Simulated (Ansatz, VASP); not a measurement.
## One calculation of WS2, two programs

Contents of INCAR:

```
PREC = Accurate
ENCUT = 520
EDIFF = 1E-6
ISMEAR = 0
SIGMA = 0.05
LREAL = F
LASPH = T
NELM = 100
ALGO = Fast
ISIF = 2
LWAVE = F
LCHARG = F
GGA = PE
IVDW = 12
NBANDS = 20
```

Contents of KPOINTS:

```
Automatic mesh
0
Gamma
  12 12 12
```

Contents of POSCAR:

```
WS2
1.0
    1.5790003843      0.9116362969      6.1633300000
   -1.5790003843      0.9116362969      6.1633300000
    0.0000000000     -1.8232725938      6.1633300000
W S
1 2
Direct
    0.0000000000      0.0000000000      0.0000000000
    0.7503000000      0.7503000000      0.7503000000
    0.5810000000      0.5810000000      0.5810000000
```

Input for Ansatz:

```yaml
crystal:
  lattice:
    - [1.5790003843, 0.9116362969, 6.16333]
    - [-1.5790003843, 0.9116362969, 6.16333]
    - [0.0, -1.8232725938, 6.16333]
  atoms:
    - { symbol: W, position: [0.0, 0.0, 0.0] }
    - { symbol: S, position: [0.7503, 0.7503, 0.7503] }
    - { symbol: S, position: [0.581, 0.581, 0.581] }
basis:
  ecutwfc: 420
kpoints:
  mp_grid: { grid: [12, 12, 12] }
hamiltonian:
  xc: pbe
  dispersion: d3bj
scf:
  occupations: { method: gaussian, width: 0.05 }
output:
  forces: true
  stress: true
  eigenvalues: true
```

Measurements of this composition are mostly on another form, of space group No. 194.

Alike in both runs: task single point; functional PBE; dispersion D3(BJ); k mesh 12 × 12 × 12; occupations gaussian, width 0.05 eV; no spin polarisation.

|  | VASP | Ansatz |
| --- | --- | --- |
| version | VASP 6.6.1 | Ansatz 0.2.0 |
| potentials or method | VASP PAW PBE potentials, release 64 (W_sv, S) | scalar-relativistic, plane waves, PAW |
| plane-wave cutoff (eV) | 520 | 420 |
| valence electrons in the cell | 26 | 26 |

Ansatz gave:

| Item | Value |
| --- | --- |
| gap on the k mesh at the Fermi level (eV) | 1.02 |
| least direct gap on the mesh (eV) | 1.90 |
| pressure (GPa) | 0.5 |
| largest component of the traceless stress (GPa) | 0.27 |
| rms of the force components (eV/Å) | 0.268 |

Q: Which values does VASP return?

A: gap on the k mesh at the Fermi level (eV): 1.03; least direct gap on the mesh (eV): 1.90; pressure (GPa): 0.5; largest component of the traceless stress (GPa): 0.26; rms of the force components (eV/Å): 0.269.

Atom by atom the forces differ by 0.001 eV/Å (rms over components).

Caveats: spin-orbit coupling is left out, which moves the levels of the heavy elements. A k mesh can miss the band edges. Expect the measured gap to be larger: semilocal functionals such as PBE lack the derivative discontinuity.
